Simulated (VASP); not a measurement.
# CuO (Tenorite) (C2/c) in VASP: a series of runs, part 3 of 3

VASP 6.6.1. The steps go on from the part before.

## Step 5: Core levels, PBE

The input, INCAR:

```
ALGO = Normal ; EDIFF = 1E-6
ENCUT = 520 ; GGA = PE
ICORELEVEL = 1 ; ISIF = 2
ISMEAR = 0 ; LASPH = T
LCHARG = F ; LREAL = F
LWAVE = F ; NELM = 80
PREC = Accurate ; SIGMA = 0.02
```

The input, KPOINTS:

```
k-points
0
Gamma
  10 10 5
```

The input, POSCAR:

```
CuO
1.0
    2.3418500000     -1.7113000000      0.0000000000
    2.3418500000      1.7113000000      0.0000000000
   -0.8500274268      0.0000000000      5.0578693947
Cu O
2 2
Direct
    0.5000000000      0.0000000000      0.5000000000
    0.0000000000      0.5000000000      0.0000000000
    0.4184000000      0.5816000000      0.7500000000
    0.5816000000      0.4184000000      0.2500000000
```

Potentials or basis: VASP PAW PBE potentials, release 64 (Cu, O).

The run is started by

```bash
> cat potpaw_PBE.64/Cu/POTCAR potpaw_PBE.64/O/POTCAR > POTCAR
> mpirun -np 1 vasp_std > vasp.out
```

OUTCAR:

```text
EDIFF = 1E-6
   ENCUT = 520
   GGA = PE
   ISIF = 2
   ISMEAR = 0
   LASPH = T
   LREAL = F
   NELM = 80
   PREC = Accurate

 ion  position               nearest neighbor table
   1  0.500  0.000  0.500-   3 1.95   4 1.95   4 1.96   3 1.96
   2  0.000  0.500  0.000-   4 1.95   3 1.95   4 1.96   3 1.96
   3  0.418  0.582  0.750-   2 1.95   1 1.95   2 1.96   1 1.96
   4  0.582  0.418  0.250-   1 1.95   2 1.95   2 1.96   1 1.96

  LATTYP: Found a base centered monoclinic cell.
 ALAT       =     4.6837000000
 B/A-ratio  =     0.7307470589
 C/A-ratio  =     1.0950317057
 COS(beta)  =    -0.1657361228

  Lattice vectors:

 A1 = (   2.3418500000,  -1.7113000000,   0.0000000000)
 A2 = (   2.3418500000,   1.7113000000,   0.0000000000)
 A3 = (  -0.8500274268,   0.0000000000,   5.0578693947)

Analysis of symmetry for initial positions (statically):
=====================================================================
 Subroutine PRICEL returns:
 Original cell was already a primitive cell.

 Routine SETGRP: Setting up the symmetry group for a
 base centered monoclinic supercell.

 Subroutine GETGRP returns: Found  4 space group operations
 (whereof  2 operations were pure point group operations)
 out of a pool of  4 trial point group operations.

The static configuration has the point symmetry S_2 .
 The point group associated with its full space group is C_2h.

Analysis of symmetry for dynamics (positions and initial velocities):
=====================================================================
 Subroutine PRICEL returns:
 Original cell was already a primitive cell.

 Routine SETGRP: Setting up the symmetry group for a
 base centered monoclinic supercell.

 Subroutine GETGRP returns: Found  4 space group operations
 (whereof  2 operations were pure point group operations)
 out of a pool of  4 trial point group operations.

The dynamic configuration has the point symmetry S_2 .
 The point group associated with its full space group is C_2h.

 Subroutine INISYM returns: Found  4 space group operations
 (whereof  2 operations are pure point group operations),
 and found     1 'primitive' translations

----------------------------------------------------------------------------------------

                                     Primitive cell

  volume of cell :      40.5399

  direct lattice vectors                    reciprocal lattice vectors
     2.341850000 -1.711300000  0.000000000     0.213506416 -0.292175539  0.035881968
     2.341850000  1.711300000  0.000000000     0.213506416  0.292175539  0.035881968
    -0.850027427  0.000000000  5.057869395     0.000000000  0.000000000  0.197711709

  length of vectors
     2.900484289  2.900484289  5.128800000     0.363646877  0.363646877  0.197711709

  position of ions in fractional coordinates (direct lattice)
     0.500000000  0.000000000  0.500000000
     0.000000000  0.500000000  0.000000000
     0.418400000  0.581600000  0.750000000
     0.581600000  0.418400000  0.250000000

  ion indices of the primitive-cell ions
   primitive index   ion index
                 1           1
                 2           2
[... 22 lines left out ...]
     0.000000000  0.000000000  0.000000000

 Subroutine IBZKPT returns following result:
 ===========================================

 Found    141 irreducible k-points:

 Following reciprocal coordinates:
            Coordinates               Weight
  0.000000  0.000000  0.000000      1.000000
  0.100000 -0.000000  0.000000      4.000000
  0.200000 -0.000000  0.000000      4.000000
  0.300000 -0.000000  0.000000      4.000000
  0.400000 -0.000000  0.000000      4.000000
  0.500000 -0.000000  0.000000      2.000000
[... 16 lines left out ...]
  0.300000  0.300000  0.000000      2.000000
  0.400000  0.300000  0.000000      4.000000
 [... further k-points ...]
   k-points           NKPTS =    141   k-points in BZ     NKDIM =    141   number of bands    NBANDS=     21
   number of dos      NEDOS =    301   number of ions     NIONS =      4
   total plane-waves  NPLWV =  23040
   dimension x,y,z NGX =    24 NGY =   24 NGZ =   40
   dimension x,y,z NGXF=    48 NGYF=   48 NGZF=   80
   ions per type =               2   2
   NGX,Y,Z   is equivalent  to a cutoff of  13.76, 13.76, 12.97 a.u.
   NGXF,Y,Z  is equivalent  to a cutoff of  27.51, 27.51, 25.93 a.u.
 SYSTEM =  unknown system
   PREC   = accura    normal or accurate (medium, high low for compatibility)
   ISTART =      0    job   : 0-new  1-cont  2-samecut
   ICHARG =      2    charge: 1-file 2-atom 10-const
   ISPIN  =      1    spin polarized calculation?
   LNONCOLLINEAR =      F non collinear calculations
   LSORBIT =      F    spin-orbit coupling
   LASPH  =      T    aspherical Exc in radial PAW
   ENCUT  =  520.0 eV  38.22 Ry    6.18 a.u.   5.39  5.39  9.54*2*pi/ulx,y,z
   NELM   =     80;   NELMIN=  2; NELMDL= -5     # of ELM steps
   EDIFF  = 0.1E-05   stopping-criterion for ELM
   LREAL  =      F    real-space projection
[... 7 lines left out ...]
   TEBEG  =    0.0;   TEEND  =   0.0 temperature during run
   PSTRESS=    0.0 pullay stress
   NELECT =      34.0000    total number of electrons
   NUPDOWN=      -1.0000    fix difference up-down
   EMIN   =  10.00;   EMAX   =-10.00  energy-range for DOS
   EFERMI =   0.00;   METHOD = LEGACY
   ISMEAR =     0;   SIGMA  =   0.02  broadening in eV -4-tet -1-fermi 0-gaus
   EFERMI_NEDOS =   21; number of points for ismear=-14 and -15
   IALGO  =     38    algorithm
   IMIX   =      4    mixing-type and parameters
     AMIX     =   0.40;   BMIX     =  1.00
     AMIX_MAG =   1.60;   BMIX_MAG =  1.00
  volume/ion in A,a.u.               =      10.13        68.39
  Fermi-wavevector in a.u.,A,eV,Ry     =   1.543856  2.917465 32.429379  2.383492
  Thomas-Fermi vector in A             =   2.649460
   LORBIT       =      0    0 simple, 1 ext, 2 COOP (PROOUT), +10 PAW based schemes
   GGA     = PE    functional components
   LHFCALC =     F    Hartree Fock is set to
   AEXX    =    0.0000 exact exchange contribution
   IVDW    =     0    specifies the selected vdW correction
   LEPSILON=     F    determine dielectric tensor
   LRPA    =     F    only Hartree local field effects (RPA)
 non-spin polarized calculation
 Gauss-broadening in eV      SIGMA  =   0.02
  energy-cutoff  :      520.00
  volume of cell :       40.54
 maximum number of plane-waves:      1129
 NGX is ok and might be reduce to    24

 number of electron      34.0000001 magnetization

 Free energy of the ion-electron system (eV)
  ---------------------------------------------------
  ext. energy  EPLUGINS =         0.00000000
  ---------------------------------------------------
  free energy    TOTEN  =       -19.52139361 eV

  energy without entropy =      -19.52087369  energy(sigma->0) =      -19.52113365

 the core state eigenenergies are
   1-  1s  -8842.8101  2s  -1055.1058  2p   -909.5632  3s   -106.9281  3p    -64.2980

   2-  1s  -8842.8101  2s  -1055.1058  2p   -909.5632  3s   -106.9281  3p    -64.2980

   3-  1s   -500.9366
   4-  1s   -500.9366

 E-fermi :   5.7120     XC(G=0): -11.9152

 val. band max:        5.7042669908   @ k =  -0.4000   0.2000   0.4000
 cond. band min:       5.7222028491   @ k =   0.5000   0.2000   0.4000
 fundamental gap:      0.0179358583
 Fermi energy:         5.7120346939

 k-point     1 :       0.0000    0.0000    0.0000
  band No.  band energies     occupation
      1     -14.2147      2.00000
      2     -12.8884      2.00000
      3      -2.4335      2.00000
      4       0.1583      2.00000
      5       0.5545      2.00000
      6       2.4023      2.00000
[... 263 lines left out ...]
      6       0.4324      2.00000
[... 11 lines left out ...]
     18       6.2213      0.00000
     19      10.8639      0.00000

------------------------ aborting loop because EDIFF is reached ----------------------------------------

  FORCE on cell =-STRESS in cart. coord.  units (eV):
  Direction    XX          YY          ZZ          XY          YZ          ZX
  --------------------------------------------------------------------------------------
  -------------------------------------------------------------------------------------
  Total        1.5772667      1.8025605      1.3998900      0.0000000      0.0000000     -0.3415871
  in kB       62.3351338     71.2389661     55.3250321      0.0000000      0.0000000    -13.4998567
  external PRESSURE =      62.9663773 kB  Pullay stress =       0.0000000 kB

 VOLUME and BASIS-vectors are now :
 -----------------------------------------------------------------------------
  energy-cutoff  :      520.00
  volume of cell :       40.54
      direct lattice vectors                 reciprocal lattice vectors
     2.341850000 -1.711300000  0.000000000     0.213506416 -0.292175539  0.035881968
     2.341850000  1.711300000  0.000000000     0.213506416  0.292175539  0.035881968
    -0.850027427  0.000000000  5.057869395     0.000000000  0.000000000  0.197711709

 POSITION                                       TOTAL-FORCE (eV/Angst)
 -----------------------------------------------------------------------------------
      0.74591     -0.85565      2.52893         0.000000     -0.000000      0.000000
      1.17092      0.85565      0.00000         0.000000     -0.000000      0.000000
      1.70433      0.27928      3.79340         0.000000     -0.217855      0.000000
      2.12934     -0.27928      1.26447        -0.000000      0.217855      0.000000
 -----------------------------------------------------------------------------------
    total drift:                                0.000000      0.000000     -0.000000

  FREE ENERGIE OF THE ION-ELECTRON SYSTEM (eV)
  ---------------------------------------------------
  free  energy   TOTEN  =       -19.5213936123 eV

  energy  without entropy=      -19.5208736942  energy(sigma->0) =      -19.52113365
```

OSZICAR:

```text
N       E                     dE             d eps       ncg     rms          rms(c)
DAV:   1     0.308318557118E+03    0.30832E+03   -0.16968E+04  6074   0.257E+03
DAV:   2     0.183706353156E+02   -0.28995E+03   -0.27550E+03  6037   0.444E+02
DAV:   3    -0.239763047031E+02   -0.42347E+02   -0.40301E+02  8098   0.191E+02
DAV:   4    -0.256112975026E+02   -0.16350E+01   -0.16211E+01  7995   0.389E+01
DAV:   5    -0.256376048294E+02   -0.26307E-01   -0.26289E-01  7813   0.440E+00    0.174E+01
DAV:   6    -0.228573486953E+02    0.27803E+01   -0.52363E+01  8699   0.178E+02    0.131E+01
DAV:   7    -0.193546989202E+02    0.35026E+01   -0.11570E+01  7087   0.134E+02    0.284E+00
DAV:   8    -0.195612945938E+02   -0.20660E+00   -0.26216E+00  6511   0.118E+01    0.172E+00
DAV:   9    -0.195307556953E+02    0.30539E-01   -0.12680E-01 10664   0.938E+00    0.645E-01
DAV:  10    -0.195228054668E+02    0.79502E-02   -0.22354E-02  9159   0.297E+00    0.414E-01
DAV:  11    -0.195213479603E+02    0.14575E-02   -0.14955E-02  9221   0.121E+00    0.538E-02
DAV:  12    -0.195213694054E+02   -0.21445E-04   -0.49974E-04  7836   0.279E-01    0.304E-02
DAV:  13    -0.195213944940E+02   -0.25089E-04   -0.47706E-05  8077   0.645E-02    0.666E-03
DAV:  14    -0.195213936123E+02    0.88170E-06   -0.34899E-06  6237   0.531E-02
   1 F= -.19521394E+02 E0= -.19521134E+02  d E =-.519918E-03
```

stdout:

```text
POSCAR found type information on POSCAR CuO
 POSCAR found :  2 types and       4 ions
 scaLAPACK will be used
 LDA part: xc-table for (Slater+PW92), standard interpolation
 POSCAR, INCAR and KPOINTS ok, starting setup
 FFT: planning ... GRIDC
 FFT: planning ... GRID_SOFT
 FFT: planning ... GRID
 WAVECAR not read
 entering main loop
```

Run time: 40 s. Hardware: 1 thread of Intel Xeon 6975P-C (Granite Rapids), shared host; peak memory 0.23 GiB.

What came out:

| Item | Value |
| --- | --- |
| Free energy | -19.5214 eV |
| Pressure | 6.3 GPa |
| Largest force | 0.218 eV/Å |
| Band gap on the k mesh | none (metal or under the smearing width) |

Forces in eV/Å, atoms in the order of the input:
```
Cu   0.000  0.000  0.000
Cu   0.000  0.000  0.000
O    0.000 -0.218  0.000
O    0.000  0.218  0.000
```

Stress tensor (GPa, compression positive):
```
 6.23  0.00 -1.35
 0.00  7.12  0.00
-1.35  0.00  5.53
```

Levels at points of the mesh, in eV from the Fermi level:
| k point | band 14 | band 15 | band 16 | band 17 | band 18 | band 19 | band 20 | band 21 |
| --- | --- | --- | --- | --- | --- | --- | --- | --- |
| (0.00, 0.00, 0.00) | -2.22 | -2.16 | -1.66 | 0.22 | 0.95 | 1.73 | 6.06 | 8.18 |
| (0.50, 0.00, 0.00) | -1.60 | -1.51 | -1.41 | 0.01 | 0.26 | 4.89 | 6.34 | 6.98 |
| (0.50, 0.50, 0.00) | -2.13 | -1.67 | -1.22 | -0.66 | 1.08 | 3.37 | 7.13 | 8.54 |

Core levels (eV, on the scale of the bands):
```
atom                                                  levels
1 Cu  1s -8842.8, 2s -1055.1, 2p -909.6, 3s -106.9, 3p -64.3
2 Cu  1s -8842.8, 2s -1055.1, 2p -909.6, 3s -106.9, 3p -64.3
 3 O                                               1s -500.9
 4 O                                               1s -500.9
```

Caveat: the run has no spin polarisation, though such a crystal can be magnetic; semilocal functionals often make such compounds metallic where correlation or magnetic order opens a gap, which also shifts bond lengths. With open d or f shells a metallic result of PBE can be an artefact of self-interaction; +U or a hybrid may open a gap.

## Step 6: The reference run

An earlier run on the cell as given: functional PBE; potentials or basis VASP PAW PBE potentials, release 64 (Cu, O); cutoff 520 eV; k mesh 10 × 10 × 5; occupations fermi-dirac, width 0.05 eV; no spin polarisation.

* Pressure: 6.4 GPa
* Largest force: 0.219 eV/Å
* Band gap on the k mesh: none (metal or under the smearing width)

## Step 7: Overview

| task | smearing | k mesh for the DOS | occupations for the DOS | gap on the mesh (eV) | pressure (GPa) | largest force (eV/Å) |
| --- | --- | --- | --- | --- | --- | --- |
| optical spectrum | gaussian 0.02 eV | - | - | none | 6.3 | 0.22 |
| density of states | gaussian 0.02 eV | 15 × 15 × 8 | tetrahedron | - | - | - |
| electric field gradients | gaussian 0.02 eV | - | - | none | 6.4 | 0.22 |
| core levels | gaussian 0.02 eV | - | - | none | 6.3 | 0.22 |
| single point | fermi-dirac 0.05 eV | - | - | none | 6.4 | 0.22 |

Alike in all rows: level PBE; potentials or basis VASP PAW PBE potentials, release 64 (Cu, O); no spin polarisation; cell as given; k mesh 10 × 10 × 5; cutoff (eV) 520.

Every run on the cell as given and a fine mesh finds a metal.

Caveats: the run has no spin polarisation, though such a crystal can be magnetic; semilocal functionals often make such compounds metallic where correlation or magnetic order opens a gap, which also shifts bond lengths; spectra need much finer meshes, so this one isn't converged (some runs); independent-particle spectra lack excitons (some runs); the intraband (Drude) part of a metal's response may be missing (some runs).

Total energies depend on the potentials used, so only differences within one code and one set of settings carry meaning.
